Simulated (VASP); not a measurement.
Wanted: an ASE script for a VASP 6.6.1 run.

- Task: single point
- Functional: LDA
- Potentials or basis: VASP PAW LDA potentials, release 64 (N_GW)
- Cutoff: 550 eV
- k mesh: 12 × 12 × 11
- Occupations: gaussian, width 0.02 eV
- Spin: no spin polarisation
- Further INCAR settings: ALGO = Fast; EDIFF = 1.00e-07

The structure of N lies in N.xyz:

```xyz
2
Lattice="2.5194737886 0.0000000000 0.0000000000 -1.2597368943 2.1819283051 0.0000000000 0.0000000000 0.0000000000 2.4460020000" Properties=species:S:1:pos:R:3 pbc="T T T"
N     -0.0000000001      1.4546188701      1.8345015000
N      1.2597368944      0.7273094350      0.6115005000
```

The real solid is made of molecules; this cell is a model form.

One way to write it, as run:

run.py

```python
from ase.calculators.vasp import Vasp
from ase.dft.bandgap import bandgap
from ase.io import read

atoms = read('N.xyz')
calc = Vasp(
    directory='calc',
    xc='lda',
    pp='LDA',
    setups='gw',
    prec='Accurate',
    encut=550,
    ediff=1e-07,
    ismear=0,
    sigma=0.02,
    lreal=False,
    lasph=True,
    nelm=100,
    algo='Fast',
    isif=2,
    lwave=False,
    lcharg=False,
    kpts=[12, 12, 11],
    gamma=True,
)
atoms.calc = calc

print('energy (eV):', atoms.get_potential_energy())
print('free energy (eV):', atoms.get_potential_energy(force_consistent=True))
print('forces (eV/A):')
print(atoms.get_forces())
print('stress (eV/A^3, Voigt):', atoms.get_stress())
print('Fermi level (eV):', calc.get_fermi_level())
gap, top, bottom = bandgap(calc)
print('band gap (eV):', gap, 'from (spin, k, band)', top, 'to', bottom)
```

Potentials or basis: VASP PAW LDA potentials, release 64 (N_GW).

Command:

```sh
$ python run.py
```

It gave:

* Pressure: -7.0 GPa
* Band gap on the k mesh: none (metal or under the smearing width)

Wall time 16 s on 1 thread of Intel(R) Xeon(R) Platinum 8488C (Sapphire Rapids), with other jobs on the host, peak memory 0.11 GiB.
